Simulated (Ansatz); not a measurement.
Suppose InSb takes space group P4/mmm (No. 123), with In on 2f and 1c; Sb on 2g and 1b.

Method: DFT PBE, scalar-relativistic, plane waves, PAW (Ansatz). Cutoff 420 eV, Γ-centred mesh, Gaussian smearing, no spin polarisation.

Formation energies are uncorrected and refer to the elements' standard structures at the same level.

Problem. Predict the relaxed structure.

Solution.

Space group P4/mmm (No. 123). a = 5.777 Å, b = 5.777 Å, c = 8.742 Å, α = 90.00°, β = 90.00°, γ = 90.00°
```json
{"atom": "In", "site": "2f", "symmetry": "mmm.", "x": "0.5000", "y": "0.0000", "z": "0.0000"}
{"atom": "In", "site": "1c", "symmetry": "4/mmm", "x": "0.5000", "y": "0.5000", "z": "0.0000"}
{"atom": "Sb", "site": "2g", "symmetry": "4mm", "x": "0.0000", "y": "0.0000", "z": "0.8150"}
{"atom": "Sb", "site": "1b", "symmetry": "4/mmm", "x": "0.0000", "y": "0.0000", "z": "0.5000"}
```

In on a site of symmetry mmm has 2 In at 2.89 Å and 4 Sb at 3.31 Å; In on a site of symmetry 4/mmm is surrounded by 4 In at 2.89 Å; Sb on a site of symmetry 4mm is surrounded by 1 Sb at 2.75 Å, 1 Sb at 3.24 Å and 4 In at 3.31 Å; Sb on a site of symmetry 4/mmm has 2 Sb at 2.75 Å. Another local minimum with the same sites may exist.

Problem. And its energy and gap?

Solution. The formation energy is +0.46 eV/atom. The gap on the 8×8×6 mesh of the 6-atom cell is 0 eV (a metal). The separate elements lie lower, so it is unstable against them.

The last run used Gaussian smearing of 0.10 eV. These runs have no spin–orbit coupling, which can matter for Sb. A structure relaxed within its symmetry needn't be a true minimum. Another cell of InSb relaxed alike, in F-43m (a cell as deposited in COD), lies 0.59 eV/atom lower, so this cell isn't the stable form at this level.
